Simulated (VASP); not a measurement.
# RuS2 (P-3m1) in VASP: further runs, part 2 of 2

VASP 6.6.1. Earlier steps stand in the parts before.

## Step 4: Single point, r2SCAN+U, collinear spin, random start

This run uses another cell than the first one: it holds 3 atoms, not 6.

File INCAR:

```
SYSTEM = RuS2
PREC     = Accurate       ! precision mode
ENCUT    = 520            ! plane-wave cutoff, eV
EDIFF    = 1E-6           ! SCF threshold, eV
ISMEAR   = 0              ! smearing method
SIGMA    = 0.05           ! smearing width, eV
LREAL    = .False.        ! projectors in reciprocal space
LASPH    = .True.         ! aspherical terms in the spheres
NELM     = 100            ! most SCF steps
ALGO     = Normal         ! electronic algorithm
ISIF     = 2              ! what is computed and relaxed
LWAVE    = .False.        ! write WAVECAR
LCHARG   = .False.        ! write CHGCAR
ISPIN    = 2              ! spin polarisation
MAGMOM   = -0.15 0 0      ! initial moments
LORBIT   = 11             ! projections on sites
LMAXMIX  = 4              ! l up to which the mixer works
LDAU     = .True.         ! DFT+U
LDAUTYPE = 2            
LDAUL    = 2 -1           ! shell
LDAUU    = 4 0            ! U, eV
LDAUJ    = 0 0          
LDAUPRINT= 1            
METAGGA  = R2SCAN         ! meta-GGA
LMIXTAU  = .True.       
NBANDS   = 24             ! bands
```

File KPOINTS:

```
Automatic mesh
0
Gamma
  6 6 4
  0 0 0
```

File POSCAR:

```
RuS2
1.0
    3.5211794000      0.0000000000      0.0000000000
   -1.7605897000      3.0494308100      0.0000000000
    0.0000000000      0.0000000000      5.6803931900
Ru S
1 2
Direct
    0.0000000000      0.0000000000      0.0000000000
    0.3333333333      0.6666666667      0.2520000000
    0.6666666667      0.3333333333      0.7480000000
```

On the command line:

```sh
> cat potpaw_PBE.64/Ru_pv/POTCAR potpaw_PBE.64/S/POTCAR > POTCAR
> mpirun -np 1 vasp_std > vasp.out
```

It took 5.3 min on 1 thread of Intel Xeon Platinum 8488C (Sapphire Rapids), shared host; peak memory 0.25 GiB.

Results (log left out):

| Property | Result |
| --- | --- |
| Free energy | -38.3768 eV |
| Pressure | -6.2 GPa |
| Largest force | 1.139 eV/Å |
| Band gap on the k mesh | 0.85 eV, indirect (least direct gap 0.86 eV) |
| Net moment | -2.00 μB per cell |
| Site moments | Ru -1.98; S +0.01 μB |
| Valence electrons inside the program's atomic spheres | Ru 12.27; S 3.66 |

Forces in eV/Å, atoms in the order of the input:
```
Ru   0.000  0.000  0.000
S    0.000  0.000 -1.139
S    0.000  0.000  1.139
```

Stress tensor (GPa, compression positive):
```
-5.77  0.00  0.00
 0.00 -5.77  0.00
 0.00  0.00 -7.11
```

Levels at points of the mesh, in eV from the valence-band top:
Spin up:
```tsv
k point	band 10	band 11	band 12	band 13	band 14	band 15
(0.00, 0.00, 0.00)	-0.23	-0.23	-0.07	0.86	0.86	2.91
(0.50, 0.00, 0.00)	-2.71	-1.84	-1.72	1.43	1.47	2.91
(0.00, 0.00, 0.50)	-0.53	-0.42	-0.42	0.85	0.85	3.24
(0.50, 0.00, 0.50)	-1.79	-1.49	-1.29	1.30	1.32	3.29
```
Spin down:
```tsv
k point	band 10	band 11	band 12	band 13	band 14	band 15	band 16	band 17	band 18	band 19
(0.00, 0.00, 0.00)	-4.02	-2.22	-0.24	-0.24	0.00	2.11	2.11	6.28	6.47	6.61
(0.50, 0.00, 0.00)	-3.60	-2.86	-2.67	-2.31	-1.86	1.90	2.43	6.54	6.76	7.12
(0.00, 0.00, 0.50)	-4.03	-2.36	-1.05	-0.43	-0.43	2.45	2.45	6.56	6.83	8.02
(0.50, 0.00, 0.50)	-4.04	-3.17	-2.66	-1.51	-1.26	1.84	2.47	6.11	6.31	6.58
```

Eigenvalues of the final occupation matrices:
| site | spin | trace | eigenvalues |
| --- | --- | --- | --- |
| site 1 d | 1 | 1.91 | 0.10 0.10 0.43 0.43 0.85 |
| site 1 d | 2 | 3.84 | 0.57 0.57 0.89 0.90 0.90 |

Caveat: the PAW data sets were made with another functional, which shifts forces and pressure a little. A k mesh can miss the band edges.

## Step 5: Single point, r2SCAN+U, collinear spin, ferromagnetic start

This run uses another cell than the first one: it holds 3 atoms, not 6.

File INCAR:

```
ALGO = Normal ; EDIFF = 1E-6
ENCUT = 520 ; ISIF = 2
ISMEAR = 0 ; ISPIN = 2
LASPH = T ; LCHARG = F
LDAU = T ; LDAUJ = 0 0
LDAUL = 2 -1 ; LDAUPRINT = 1
LDAUTYPE = 2 ; LDAUU = 4 0
LMAXMIX = 4 ; LMIXTAU = T
LORBIT = 11 ; LREAL = F
LWAVE = F ; MAGMOM = 1 0 0
METAGGA = R2SCAN ; NBANDS = 24
NELM = 80 ; NUPDOWN = 1
PREC = Accurate ; SIGMA = 0.05
```

File KPOINTS:

```
k-points
0
Gamma
  6 6 4
```

POSCAR is that of step 4.

Potentials or basis: VASP PAW PBE potentials, release 64 (Ru_pv, S).

On the command line:

```sh
> cat potpaw_PBE.64/Ru_pv/POTCAR potpaw_PBE.64/S/POTCAR > POTCAR
> mpirun -np 1 vasp_std > vasp.out
```

OUTCAR:

```text
EDIFF = 1E-6
   ENCUT = 520
   ISIF = 2
   ISMEAR = 0
   ISPIN = 2
   LASPH = T
   LORBIT = 11
   LREAL = F
   METAGGA = R2SCAN
   NELM = 80
   NUPDOWN = 1
   PREC = Accurate

 ion  position               nearest neighbor table
   1  0.000  0.000  0.000-   2 2.49   3 2.49   3 2.49   2 2.49   3 2.49   2 2.49
   2  0.333  0.667  0.252-   1 2.49   1 2.49   1 2.49
   3  0.667  0.333  0.748-   1 2.49   1 2.49   1 2.49

  LATTYP: Found a hexagonal cell.
 ALAT       =     3.5211794000
 C/A-ratio  =     1.6132075492

  Lattice vectors:

 A1 = (   3.5211794000,   0.0000000000,   0.0000000000)
 A2 = (  -1.7605897000,   3.0494308100,   0.0000000000)
 A3 = (   0.0000000000,   0.0000000000,   5.6803931900)

Analysis of symmetry for initial positions (statically):
=====================================================================
 Subroutine PRICEL returns:
 Original cell was already a primitive cell.

 Routine SETGRP: Setting up the symmetry group for a
 hexagonal supercell.

 Subroutine GETGRP returns: Found 12 space group operations
 (whereof 12 operations were pure point group operations)
 out of a pool of 24 trial point group operations.

The static configuration has the point symmetry D_3d.

Analysis of symmetry for dynamics (positions and initial velocities):
=====================================================================
 Subroutine PRICEL returns:
 Original cell was already a primitive cell.

 Routine SETGRP: Setting up the symmetry group for a
 hexagonal supercell.

 Subroutine GETGRP returns: Found 12 space group operations
 (whereof 12 operations were pure point group operations)
 out of a pool of 24 trial point group operations.

The dynamic configuration has the point symmetry D_3d.

Analysis of structural, dynamic, and magnetic symmetry:
=====================================================================
 Subroutine PRICEL returns:
 Original cell was already a primitive cell.

[... 191 lines left out ...]
  free energy    TOTEN  =       -37.61259292 eV

  energy without entropy =      -37.60639547  energy(sigma->0) =      -37.60949420

 E-fermi :   5.3656     XC(G=0): -10.7504

 val. band max:        5.3505485095   @ k =   0.3333   0.3333   0.5000
 cond. band min:       4.4448564206   @ k =   0.1667   0.1667   0.2500
 fundamental gap:     -0.9056920890
 Fermi energy:         4.3926158720

 spin component 1

 k-point     1 :       0.0000    0.0000    0.0000
  band No.  band energies     occupation
      1     -40.1850      1.00000
      2     -40.1850      1.00000
      3     -39.6896      1.00000
      4      -9.3103      1.00000
      5      -7.6046      1.00000
      6      -1.2831      1.00000
[... 637 lines left out ...]
     23      16.4067      0.00000
     24      16.6550      0.00000
 Fermi energy:         5.3656281249

 spin component 2

 k-point     1 :       0.0000    0.0000    0.0000
  band No.  band energies     occupation
      1     -38.6546      1.00000
      2     -38.5632      1.00000
      3     -38.5632      1.00000
      4      -9.5632      1.00000
      5      -7.9086      1.00000
      6      -0.7661      1.00000
[... 637 lines left out ...]
     23      16.4188      0.00000
     24      16.5765      0.00000

------------------------ aborting loop because EDIFF is reached ----------------------------------------

  FORCE on cell =-STRESS in cart. coord.  units (eV):
  Direction    XX          YY          ZZ          XY          YZ          ZX
  --------------------------------------------------------------------------------------
  -------------------------------------------------------------------------------------
  Total       -4.6038949     -4.6038949     -3.7967183     -0.0000000      0.0000000      0.0000000
  in kB     -120.9346220   -120.9346218    -99.7317933     -0.0000000      0.0000000      0.0000000
  external PRESSURE =    -113.8670124 kB  Pullay stress =       0.0000000 kB

 VOLUME and BASIS-vectors are now :
 -----------------------------------------------------------------------------
  energy-cutoff  :      520.00
  volume of cell :       60.99
      direct lattice vectors                 reciprocal lattice vectors
     3.521179400  0.000000000  0.000000000     0.283995754  0.163965025  0.000000000
    -1.760589700  3.049430810  0.000000000     0.000000000  0.327930051  0.000000000
     0.000000000  0.000000000  5.680393190     0.000000000  0.000000000  0.176044152

 POSITION                                       TOTAL-FORCE (eV/Angst)
 -----------------------------------------------------------------------------------
      0.00000      0.00000      0.00000        -0.000000     -0.000000      0.000000
     -0.00000      2.03295      1.43146        -0.000000      0.000000     -1.150966
      1.76059      1.01648      4.24893         0.000000     -0.000000      1.150966
 -----------------------------------------------------------------------------------
    total drift:                                0.000000     -0.000000      0.000000

  FREE ENERGIE OF THE ION-ELECTRON SYSTEM (eV)
  ---------------------------------------------------
  free  energy   TOTEN  =       -37.6125929192 eV

  energy  without entropy=      -37.6063954722  energy(sigma->0) =      -37.60949420

 total charge

# of ion       s       p       d       tot
------------------------------------------
    1        0.299   6.221   5.817  12.337
    2        1.357   2.264   0.000   3.620
    3        1.357   2.264   0.000   3.620
--------------------------------------------------
tot          3.012  10.748   5.817  19.578

 magnetization (x)

# of ion       s       p       d       tot
------------------------------------------
    1        0.014   0.013   1.410   1.437
    2       -0.004  -0.143   0.000  -0.147
    3       -0.004  -0.143   0.000  -0.147
--------------------------------------------------
tot          0.006  -0.274   1.410   1.142
```

OSZICAR:

```text
N       E                     dE             d eps       ncg     rms          rms(c)
DAV:   1     0.165114821055E+03    0.16511E+03   -0.13524E+04  2360   0.997E+02
DAV:   2    -0.375809644250E+02   -0.20270E+03   -0.19532E+03  2752   0.274E+02
DAV:   3    -0.453749789856E+02   -0.77940E+01   -0.77252E+01  2992   0.535E+01
DAV:   4    -0.454582627430E+02   -0.83284E-01   -0.83248E-01  2592   0.593E+00
[... 12 lines left out ...]
DAV:  17    -0.376125824322E+02   -0.44041E-05   -0.20019E-04  2624   0.497E-02    0.143E-02
DAV:  18    -0.376125893118E+02   -0.68795E-05   -0.19866E-05  2640   0.176E-02    0.938E-03
DAV:  19    -0.376125887875E+02    0.52428E-06   -0.37730E-05  2512   0.185E-02    0.652E-03
DAV:  20    -0.376125923680E+02   -0.35805E-05   -0.39552E-06  2024   0.949E-03    0.472E-03
DAV:  21    -0.376125929192E+02   -0.55113E-06   -0.24873E-06  1360   0.562E-03
   1 F= -.37612593E+02 E0= -.37609494E+02  d E =-.619745E-02  mag=     1.0000
```

stdout:

```text
POSCAR found type information on POSCAR RuS
 POSCAR found :  2 types and       3 ions
 scaLAPACK will be used
 -----------------------------------------------------------------------------
|                                                                             |
|                                                                             |
|     You enforced a specific xc type in the INCAR file but a different       |
|     I HOPE YOU KNOW WHAT YOU ARE DOING!                                     |
|                                                                             |
 -----------------------------------------------------------------------------

 LDA part: xc-table for (None), standard interpolation
 POSCAR, INCAR and KPOINTS ok, starting setup
 FFT: planning ... GRIDC
 FFT: planning ... GRID_SOFT
 FFT: planning ... GRID
 WAVECAR not read
 entering main loop
```

It took 3.5 min on 1 thread of Intel Xeon Platinum 8488C (Sapphire Rapids), shared host; peak memory 0.24 GiB.

What came out:

```
Free energy                                           : -37.6126 eV
Pressure                                              : -11.4 GPa
Largest force                                         : 1.151 eV/Å
Net moment                                            : 1.00 μB per cell
Site moments                                          : Ru +1.44; S -0.15 μB
Valence electrons inside the program's atomic spheres : Ru 12.34; S 3.62
```

Forces on the atoms (eV/Å):
```
Ru   0.000  0.000  0.000
S    0.000  0.000 -1.151
S    0.000  0.000  1.151
```

Stress tensor (GPa, compression positive):
```
-12.09   0.00   0.00
  0.00 -12.09   0.00
  0.00   0.00  -9.97
```

Eigenvalues of the final occupation matrices:
```tsv
site	spin	trace	eigenvalues
site 1 d	1	3.64	0.50 0.50 0.87 0.88 0.88
site 1 d	2	2.22	0.31 0.31 0.53 0.53 0.54
```

Caveat: the PAW data sets were made with another functional, which shifts forces and pressure a little; the total moment is fixed, so each spin has its own Fermi level. The state reached can hang on the start; a lower one may exist.

## Step 6: The runs side by side

| spin | fixed moment (μB) | k mesh | supercell matrix | gap on the mesh (eV) | pressure (GPa) | moment (μB) | largest force (eV/Å) |
| --- | --- | --- | --- | --- | --- | --- | --- |
| collinear, antiferromagnetic start | - | 6 × 6 × 2 | [1, 0, 0, 0, 1, 0, 0, 0, 2] | 0.88 | -6.3 | 0.00 | 1.15 |
| collinear, ferrimagnetic start | - | 6 × 6 × 2 | [1, 0, 0, 0, 1, 0, 0, 0, 2] | 0.88 | -6.3 | 0.00 | 1.15 |
| collinear, random start | - | 6 × 6 × 4 | - | 0.85 | -6.2 | 2.00 | 1.14 |
| collinear, ferromagnetic start | 1 | 6 × 6 × 4 | - | - | -11.4 | 1.00 | 1.15 |

Alike in all rows: task single point; level r2SCAN+U; potentials or basis VASP PAW PBE potentials, release 64 (Ru_pv, S); Ru d U = 4 eV; cell as given; cutoff (eV) 520; smearing gaussian 0.05 eV.

On the cell as given the gap runs from 0.85 eV (r2SCAN+U) to 0.88 eV (r2SCAN+U); the meshes differ, which moves gaps too.

Caveats: the PAW data sets were made with another functional, which shifts forces and pressure a little; the total moment is fixed, so each spin has its own Fermi level (some runs).

Total energies depend on the potentials used, so only differences within one code and one set of settings carry meaning.
